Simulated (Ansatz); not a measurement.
MgS:

```
CELL_PARAMETERS angstrom
0.00000 2.83312 2.83312
2.83312 0.00000 2.83312
2.83312 2.83312 0.00000
ATOMIC_POSITIONS crystal
S 0.25000 0.25000 0.25000
Mg 0.00000 0.00000 0.00000
```

The cell comes from a database or a generator and needn't be the stable form of this composition.

Base run:

* Program: Ansatz 0.2.0
* Functional: PBE0
* Potentials or basis: Ansatz PAW
* Cutoff: 420 eV (not typed: the program's choice for these potentials)
* k mesh: 6 × 6 × 6
* Occupations: fermi-dirac, width 0.05 eV
* Spin: no spin polarisation

Its results: band gap on the k mesh 5.20 eV, direct; pressure -0.2 GPa.

The run is repeated on the same cell with these changes: functional from PBE0 to HSE06. What comes out?

Band gap on the k mesh 4.52 eV, direct; pressure -0.1 GPa.

Caveats: the PAW data sets come from PBE, with cores solved anew for the run's functional, which leaves a small shift of forces and pressure; the thresholds are loose for stress.
